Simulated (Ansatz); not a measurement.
**AgCl: stress in a strained cell**

AgCl is deformed so: equal xy, yz and zx engineering shear strains of -2 %. What stress and forces result, by LAPW, PAW and all-electron datasets made for the crystal?

Method: DFT PBEsol, scalar-relativistic, in Ansatz 0.2.0.

## Step 1: Starting point

The structure is cubic, space group Pm-3m (No. 221). Conventional cell: a = 3.434 Å, b = 3.434 Å, c = 3.434 Å, α = 90.00°, β = 90.00°, γ = 90.00°. Ag (site symmetry m-3m) has 8 Cl at 2.97 Å as nearest neighbours. Cl (site symmetry m-3m) has 8 Ag at 2.97 Å as nearest neighbours.

As a file:

```cif
data_structure
_symmetry_space_group_name_H-M 'P 1'
_symmetry_Int_Tables_number 1
_cell_length_a 3.4340
_cell_length_b 3.4340
_cell_length_c 3.4340
_cell_angle_alpha 90.000
_cell_angle_beta 90.000
_cell_angle_gamma 90.000
_cell_volume 40.49
loop_
_atom_site_label
_atom_site_type_symbol
_atom_site_fract_x
_atom_site_fract_y
_atom_site_fract_z
_atom_site_occupancy
Ag1 Ag 0.00000 0.00000 0.00000 1
Cl1 Cl 0.50000 0.50000 0.50000 1
```

Atoms are numbered in the order of the input: Ag1, Cl2.

## Step 2: After the deformation

Space group Pm-3m before, R-3m after.

## Step 3: Full-potential LAPW

The input, input.yaml:

```yaml
crystal:
  lattice:
    - [3.433973, -0.03433973, -0.03433973]
    - [-0.03433973, 3.433973, -0.03433973]
    - [-0.03433973, -0.03433973, 3.433973]
  atoms:
    - { symbol: Ag, position: [0.0, 0.0, 0.0] }
    - { symbol: Cl, position: [0.5, 0.5, 0.5] }
kpoints:
  mp_grid: { grid: [9, 9, 9] }
  band_path:
    path:
      - [0.0, 0.0, 0.0]
      - [0.5, 0.0, 0.0]
      - [0.5, -0.5, 0.5]
      - [0.4804921086, -0.5195078914, 0.4804921086]
      - [0.4804921086, 0.4804921086, 0.4804921086]
      - [0.0, 0.0, 0.0]
      - [0.5, -0.5, 0.0]
    npoints: 5
scf:
  occupations: { method: fermi_dirac, width: 0.01 }
hamiltonian:
  xc: pbesol
  pseudopotentials: { kind: all_electron, lapw: { basis_error: 0.001 } }
output:
  forces: true
  stress: true
  eigenvalues: true
```

Command:

```
ansatz run input.yaml --threads 1 --pin off --max-ram 3072MiB --backend cpu --events-out ev --progress --plain --runs-dir out
```

## Step 4: PAW on the default files

The input, input.yaml:

```yaml
crystal:
  lattice:
    - [3.433973, -0.03433973, -0.03433973]
    - [-0.03433973, 3.433973, -0.03433973]
    - [-0.03433973, -0.03433973, 3.433973]
  atoms:
    - { symbol: Ag, position: [0.0, 0.0, 0.0] }
    - { symbol: Cl, position: [0.5, 0.5, 0.5] }
kpoints:
  mp_grid: { grid: [9, 9, 9] }
scf:
  occupations: { method: fermi_dirac, width: 0.01 }
hamiltonian:
  xc: pbesol
  pseudopotentials: { kind: paw }
output:
  forces: true
  stress: true
  eigenvalues: true
  efg: { contact_densities: true }
  write_density: true
  write_potential: true
  elf: true
  volumetric_format: npy
```

## Step 5: All-electron PAW on datasets made for the crystal

input.yaml, as its differences from that of step 4:

```diff
@@ -14,3 +14,3 @@
   xc: pbesol
-  pseudopotentials: { kind: paw }
+  pseudopotentials: { kind: all_electron, datasets: crystal }
 output:
@@ -20,5 +20 @@
   efg: { contact_densities: true }
-  write_density: true
-  write_potential: true
-  elf: true
-  volumetric_format: npy
```

(Steps that only read results are left out.)

Q: Predict the outcome of this session. Wanted: pressure; largest shear or deviatoric stress.

**Answer**, as computed:

```
                                 quantity                                              value
                                 pressure  LAPW -4.56, PAW -4.56, crystal datasets -4.56 GPa
largest shear or deviatoric stress (LAPW)                                           0.30 GPa
```

What this shows: The largest part of the stress beyond the pressure is 0.30 GPa in size; the atoms are carried along and not relaxed. No run of the undeformed cell stands beside it, so the pressure holds what the given cell had before the change. PAW: stress within 0.01 GPa of LAPW. Crystal datasets: stress within 0.01 GPa of LAPW.
